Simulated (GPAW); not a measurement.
# HgTe (Coloradoite) (F-43m) in GPAW: notebook

The runs below take HgTe (Coloradoite) through single point, band structure, with PBEsol.

Everything below comes from runs of GPAW 26.7.0. Logs are shortened: lines on timing, memory, paths and dates and some standing lists are left out, and cuts for length are marked. The log counts tension as positive stress, the text compression.

### Step 1. Starting point

Symmetry: F-43m, No. 216, cubic system. The conventional cell has a = 6.429 Å, b = 6.429 Å, c = 6.429 Å, α = 90.00°, β = 90.00°, γ = 90.00°. Hg (site symmetry -43m) has 4 Te at 2.78 Å as nearest neighbours. Te (site symmetry -43m) is surrounded by 4 Hg at 2.78 Å.

### Step 2. Single point, PBEsol, 33.22 Å³/atom

run.py

```python
from ase import Atoms
from ase.dft.bandgap import bandgap
from ase.io import write
from ase.units import GPa
from gpaw import GPAW, PW, setup_paths

setup_paths.insert(0, '.')

atoms = Atoms(['Hg', 'Te'],
              cell=[[0.0, 3.08592, 3.4879557292],
                    [3.08592, 0.0, 3.4879557292],
                    [3.08592, 3.08592, 0.0]],
              scaled_positions=[[0.0, 0.0, 0.0],
                                [0.75, 0.75, 0.75]],
              pbc=True)

calc = GPAW(mode=PW(600),
            xc='PBEsol',
            kpts={'size': (7, 7, 7), 'gamma': True},
            occupations={'name': 'fermi-dirac', 'width': 0.05},
            nbands=18,
            convergence={'density': 1e-05, 'energy': 1e-05},
            maxiter=150,
            txt='gpaw.txt')
atoms.calc = calc
energy = atoms.get_potential_energy()
forces = atoms.get_forces()
stress = atoms.get_stress()
calc.write('gs.gpw')
write('result.traj', atoms)
print(f'Energy: {energy:.6f} eV')
print('Forces (eV/A):')
print(forces.round(4))
print('Stress (GPa):', (stress / GPa).round(3))
print('Fermi level:', round(calc.get_fermi_level(), 4), 'eV')
print(f'Gap: {bandgap(calc)[0]:.4f} eV, direct: {bandgap(calc, direct=True)[0]:.4f} eV')
```

Potentials or basis: PAW data sets generated in the run's folder for this functional, pw.

Launch:

```sh
$ gpaw-setup -f PBEsol Hg Te
$ OMP_NUM_THREADS=1 python run.py
```

gpaw.txt:

```text
__  _  _
 | _ |_)|_||  |
 |__||  | ||/\| - 26.7.0

Input parameters:
  mode=PW(ecut=600.0),
  convergence={'density': 1e-05, 'energy': 1e-05},
  kpts=MonkhorstPack(size=(7, 7, 7), gamma=True),
  maxiter=150,
  nbands=18,
  occupations=Occupations(name='fermi-dirac', width=0.05),
  xc=XC(name='PBEsol')

Diagonalizing LCAO Hamiltonian
Converting LCAO to pw mode

                     Te

       Hg

Atoms  # Å, Bohr magnetons
|   | symbol |        x |        y |        z |    initial magnetic moments |
|---|--------|----------|----------|----------|-----------------------------|
| 0 |     Hg | 0.000000 | 0.000000 | 0.000000 | ( 0.0000,  0.0000,  0.0000) |
| 1 |     Te | 4.628880 | 4.628880 | 5.231934 | ( 0.0000,  0.0000,  0.0000) |

Unit cell  # Å
| periodic |        x |        y |        z |  lengths |    angles |
|----------|----------|----------|----------|----------|-----------|
|      yes | 0.000000 | 3.085920 | 3.487956 | 4.657117 | 62.060024 |
|      yes | 3.085920 | 0.000000 | 3.487956 | 4.657117 | 62.060024 |
|      yes | 3.085920 | 3.085920 | 0.000000 | 4.364150 | 55.879952 |

Number of symmetries: 8
Symmetry operations  # r_c * U_cc + t_c -> r_c
|   | kind |            matrix            |
|---|------|------------------------------|
| 0 |  E   |  1, 0, 0,  0, 1, 0,  0, 0, 1 |
| 1 |  σ   |  1, 0,-1,  0, 1,-1,  0, 0,-1 |
| 2 |  σ   |  0, 1, 0,  1, 0, 0,  0, 0, 1 |
| 3 |  C2  |  0, 1,-1,  1, 0,-1,  0, 0,-1 |
| 4 |  C2  |  0,-1, 1,  0,-1, 0,  1,-1, 0 |
| 5 |  S4  |  0,-1, 0,  0,-1, 1,  1,-1, 0 |
| 6 |  S4  | -1, 0, 1, -1, 0, 0, -1, 1, 0 |
| 7 |  C2  | -1, 0, 0, -1, 0, 1, -1, 1, 0 |

BZ-sampling:
  Number of BZ points: 343
  Number of IBZ points: 40

  Monkhorst-Pack size: [7, 7, 7]
  Monkhorst-Pack shift: [0, 0, 0]

K-points  # in reciprocal-cell coordinates
|     |                                coordinates |     weight |
|-----|--------------------------------------------|------------|
|   0 | (  0.00000000,   0.00000000,   0.00000000) | 0.00291545 |
|   1 | (  0.14285714,   0.00000000,   0.14285714) | 0.01166181 |
|   2 | (  0.14285714,   0.14285714,   0.00000000) | 0.00583090 |
|   3 | (  0.14285714,   0.14285714,   0.14285714) | 0.02332362 |
|   4 | (  0.14285714,   0.14285714,   0.28571429) | 0.01166181 |
|   5 | (  0.28571429,  -0.14285714,  -0.42857143) | 0.02332362 |
|   6 | (  0.28571429,   0.00000000,   0.28571429) | 0.01166181 |
|   7 | (  0.28571429,   0.14285714,   0.14285714) | 0.02332362 |
|   8 | (  0.28571429,   0.14285714,   0.28571429) | 0.04664723 |
|   9 | (  0.28571429,   0.14285714,   0.42857143) | 0.02332362 |
| ... |                                            |            |
|  39 | (  0.42857143,   0.42857143,   0.42857143) | 0.02332362 |

Plane wave coefficients: 2250
Cutoff: 600.0 eV

Spin-components: 1 (collinear spins)
Bands:           18
Projectors:      11
Spin-degeneracy: 2
Datatype:        complex128

Parallelization:
  kpt:    1
  domain: 1
  band:   1

Density:
  Valence electrons: 24.0
  Components: 1
  Grid points: [27 27 27]
  Charge: 0.0  # |e|

Potential:
  Grid points: [27 27 27]

species:
  Hg:
    name:    Mercury
    Z:       80.0
    valence: 18
    core:    62
    charge:  0.0  # [|e|]
    compensation charges:
      type: gauss
      rc: 0.41  # [Å]
      lmax: 2
    cutoffs:
      filter: 2.17  # [Å]
      core: 2.06  # [Å]
    projectors
    | kind |    occ | energy [eV] | rcut [Å] |
    |------|--------|-------------|----------|
    |   6s |  2.000 |      -6.832 |    1.307 |
    |   5p |  6.000 |     -66.590 |    1.291 |
    |   6p |  0.000 |      -1.002 |    1.291 |
    |   5d | 10.000 |      -9.910 |    1.302 |
    |    s |        |      20.379 |    1.307 |
    |    d |        |      17.301 |    1.302 |

    Using partial waves for Hg as LCAO basis

  Te:
    name:    Tellurium
    Z:       52.0
    valence: 6
    core:    46
    charge:  0.0  # [|e|]
    compensation charges:
      type: gauss
      rc: 0.36  # [Å]
      lmax: 2
    cutoffs:
      filter: 2.09  # [Å]
      core: 3.17  # [Å]
    projectors
    | kind |    occ | energy [eV] | rcut [Å] |
    |------|--------|-------------|----------|
    |   5s |  2.000 |     -15.132 |    1.180 |
    |   5p |  4.000 |      -5.970 |    1.196 |
    |    s |        |      12.080 |    1.180 |
    |    p |        |      21.241 |    1.196 |
    |    d |        |       0.000 |    1.238 |

    Using partial waves for Te as LCAO basis

Reference energy: -717722.197136  # eV

eigensolver:
  PPCG
  Converge bands: occupied
  niter=2

density mixing:
  MSR1-Mixer
  Pratt-step length: 0.05
  Maximum mixing coefficient: 0.75
  Old densities: 10
  SVD Regularization: 0.005
  Good broyden scale: 1.0
  Trust region scale: 1.0
  Backstep threshold: 4.0
  History deletion threshold: 6.0
  Fourier metric: weight=20.0, sigma=0.015

occupation numbers:
  Fermi-Dirac:
    width: 0.0500  # eV

poisson solver:
  ecut: 4800.0  # eV

xc functional:
  name: PBEsol with 2 nearest neighbor stencil

convergence criteria:
- Maximum integral of absolute [dens]ity change: 1e-05 electrons / valence electron
- Maximum [total energy] change in last 3 cyles: 1e-05 eV / valence electron
- Maximum integral of absolute [eigenst]ate change: 4e-08 eV^2 / valence electron
maximum number of iterations: 150

SCF iterations
|iter     | |      energy | eigst |  dens |
|---------|-|-------------|-------|-------|
|iter:   1| |   -5.341416 | -0.09 |       |
|iter:   2| |   -5.298196 | -2.04 | -1.43 |
|iter:   3| |   -5.176767 | -2.00 | -1.48 |
|iter:   4| |   -5.185986 | -2.75 | -1.88 |
|iter:   5| |   -5.191322 | -3.10 | -2.22 |
|iter:   6| |   -5.191568 | -4.49 | -3.35 |
|iter:   7| |   -5.191611 | -5.03 | -3.73 |
|iter:   8| |   -5.191611c| -6.63 | -4.31 |
|iter:   9| |   -5.191611c| -7.28 | -4.96 |
|iter:  10| |   -5.191611c| -7.76c| -5.48c|

Converged in 10 steps
Energy contributions relative to reference atoms: (reference = -717722.197136)

Energy contributions:
  Kinetic:          28.652634
  Coulomb:         -23.773923
  Zero:             -2.052271
  External:          0.000000
  Xc:               -8.017739
  Entropy:          -0.000625
  Spinorbit:         0.000000
  ----------------------------
  Free energy:      -5.191924
  Extrapolated:     -5.191611

dipole moment: (-16.791110, -16.791110, -18.978667)  # |e|*Ang

Fermi level: 4.698
Eigenvalues  # (at kpt = [0.000, 0.000, 0.000])
| band index |      eig [eV] | occ [0-2] |
|------------|---------------|-----------|
|          0 |       -58.986 |     2.000 |
|        ... |               |           |
|          5 |        -2.952 |     2.000 |
|          6 |        -2.952 |     2.000 |
|          7 |        -2.499 |     2.000 |
|          8 |        -2.413 |     2.000 |
|          9 |         3.825 |     2.000 |
|         10 |         4.129 |     2.000 |
|         11 |         4.683 |     1.144 |
|         12 |         4.683 |     1.144 |
|         13 |         8.814 |     0.000 |
|         14 |         8.814 |     0.000 |
|         15 |         8.828 |     0.000 |
|         16 |        10.919 |     0.000 |
|         17 |        13.102 |     0.000 |

No gap
No difference between direct/indirect transitions

Forces  # eV/Ang
|       x |       y |        z |
|---------|---------|----------|
| 0.00000 | 0.00000 | -0.00000 |  # Hg   0
| 0.00000 | 0.00000 |  0.00000 |  # Te   1

Stress tensor  # eV/Ang^3
|         x |         y |        z |
|-----------|-----------|----------|
| -0.014041 | -0.000000 | 0.000000 |
| -0.000000 | -0.014041 | 0.000000 |
|  0.000000 |  0.000000 | 0.000528 |

# Writing to gs.gpw (mode='')
```

Run time: 32 s. Hardware: 1 thread of Arm Neoverse V2, shared host; peak memory 0.19 GiB.

Results:

| Quantity | Value |
| --- | --- |
| Free energy | -5.1919 eV |
| Pressure | 1.5 GPa |
| Band gap on the k mesh | none (metal or under the smearing width) |

Caveat: the density grid can change from cell to cell, which puts small steps into energies and stress.

### Step 3. Single point, PBEsol, 33.22 Å³/atom

run.py: that of step 2 with these lines changed.

```diff
@@ -9,5 +9,5 @@
 atoms = Atoms(['Hg', 'Te'],
-              cell=[[0.0, 3.08592, 3.4879557292],
-                    [3.08592, 0.0, 3.4879557292],
-                    [3.08592, 3.08592, 0.0]],
+              cell=[[0.0, 3.15021, 3.3470428988],
+                    [3.15021, 0.0, 3.3470428988],
+                    [3.15021, 3.15021, 0.0]],
               scaled_positions=[[0.0, 0.0, 0.0],
```

Potentials or basis: PAW data sets generated in the run's folder for this functional, pw.

Launch:

```sh
$ gpaw-setup -f PBEsol Hg Te
$ OMP_NUM_THREADS=1 python run.py
```

Wall time 32 s (1 thread of Arm Neoverse V2, shared host); peak memory 0.19 GiB.

Results (log left out):

* Free energy: -5.2201 eV
* Pressure: 1.7 GPa
* Band gap on the k mesh: none (metal or under the smearing width)

Caveat: the density grid can change from cell to cell, which puts small steps into energies and stress.

### Step 4. Band structure, PBEsol

run.py: that of step 3 with these lines changed.

```diff
@@ -9,5 +9,5 @@
 atoms = Atoms(['Hg', 'Te'],
-              cell=[[0.0, 3.15021, 3.3470428988],
-                    [3.15021, 0.0, 3.3470428988],
-                    [3.15021, 3.15021, 0.0]],
+              cell=[[0.0, 3.2145, 3.2145],
+                    [3.2145, 0.0, 3.2145],
+                    [3.2145, 3.2145, 0.0]],
               scaled_positions=[[0.0, 0.0, 0.0],
@@ -36 +36,8 @@
 print(f'Gap: {bandgap(calc)[0]:.4f} eV, direct: {bandgap(calc, direct=True)[0]:.4f} eV')
+
+path = atoms.cell.bandpath('GXWKGLUWLK,UX', npoints=60, eps=1e-4)
+bs_calc = calc.fixed_density(kpts=path, symmetry='off', nbands=31,
+                             convergence={'bands': 'CBM+6.0', 'eigenstates': 1e-6}, txt='bands.txt')
+bs = bs_calc.band_structure()
+bs.write('bs.json')
+print(f'Gap on the path: {bandgap(bs_calc)[0]:.4f} eV')
```

Launch:

```sh
$ gpaw-setup -f PBEsol Hg Te
$ OMP_NUM_THREADS=1 python run.py
```

It took 70 s on 1 thread of Arm Neoverse V1, shared host; peak memory 0.29 GiB.

Results (log left out):

| Item | Value |
| --- | --- |
| Free energy | -5.2281 eV |
| Pressure | 1.7 GPa |
| Band gap along the path | none (metal or under the smearing width) |

Levels at the corners of the path, in eV from the Fermi level:
```tsv
point	band 9	band 10	band 11	band 12	band 13	band 14	band 15	band 16
Γ	-7.05	-0.69	-0.04	-0.04	-0.04	4.15	4.15	4.15
X	-6.57	-5.54	-2.40	-2.40	1.87	2.31	8.14	8.88
W	-6.39	-5.62	-2.82	-2.69	3.19	4.50	5.19	6.03
K	-6.47	-5.56	-3.08	-2.00	2.20	3.94	6.93	7.16
Γ	-7.05	-0.69	-0.04	-0.04	-0.04	4.15	4.15	4.15
L	-6.72	-5.62	-1.07	-1.07	0.68	4.96	4.96	6.66
U	-6.47	-5.56	-3.08	-2.00	2.20	3.94	6.93	7.16
W	-6.39	-5.62	-2.82	-2.69	3.19	4.50	5.19	6.03
L	-6.72	-5.62	-1.07	-1.07	0.68	4.96	4.96	6.66
K	-6.47	-5.56	-3.08	-2.00	2.20	3.94	6.93	7.16
U	-6.47	-5.56	-3.08	-2.00	2.20	3.94	6.93	7.16
X	-6.57	-5.54	-2.40	-2.40	1.87	2.31	8.14	8.88
```

Caveat: spin-orbit coupling is left out, which moves the levels of the heavy elements.
